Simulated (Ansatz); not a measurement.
Fluorite SnO2 (r2SCAN geometry), in Ansatz:

```cif
data_structure
_symmetry_space_group_name_H-M 'Fm-3m'
_symmetry_Int_Tables_number 225
_cell_length_a 5.0669
_cell_length_b 5.0669
_cell_length_c 5.0669
_cell_angle_alpha 90.000
_cell_angle_beta 90.000
_cell_angle_gamma 90.000
_cell_volume 130.09
loop_
_atom_site_label
_atom_site_type_symbol
_atom_site_symmetry_multiplicity
_atom_site_Wyckoff_symbol
_atom_site_fract_x
_atom_site_fract_y
_atom_site_fract_z
_atom_site_occupancy
Sn1 Sn 4 a 0.00000 0.00000 0.00000 1
O1 O 8 c 0.25000 0.75000 0.75000 1
```

G0W0@PBE with 122 empty bands, a screening cutoff of 140 eV and a 4×4×4 mesh (PAW, contour deformation) gives 1.005 eV over the mesh points, from a PBE gap of 0.280 eV; it sums over 135 bands with 113 plane waves in the screening and a wave cutoff of 420 eV. G0W0 values are finite-basis, finite-mesh values. All values are calculated for a non-magnetic cell, which may be hypothetical.

(1) Estimate the gap with starting point HSE06.

(2) Another run gave a Kohn-Sham gap of 0.280 eV and a G0W0 gap of 1.027 eV, summing over 135 bands with 113 plane waves in the screening and a wave cutoff of 420 eV. What was changed?

(3) Estimate the gap with empty bands 224, screening cutoff 210 eV.

(4) Another run gave a Kohn-Sham gap of 0.167 eV and a G0W0 gap of 1.022 eV, summing over 135 bands with 113 plane waves in the screening and a wave cutoff of 420 eV. What was changed?

## Answers

(1) 1.854 eV (+0.849 eV), from a Kohn-Sham gap of 1.695 eV.

(2) Frequency model Godby-Needs pole. Only the quasiparticle gap differs.

(3) 1.052 eV (+0.047 eV), from a Kohn-Sham gap of 0.280 eV.

(4) Starting point LDA. The Kohn-Sham gap has moved while bands and screening basis stay.

No spin-orbit coupling is included; it can move band edges with weight on the heavy atoms by tenths of an eV.
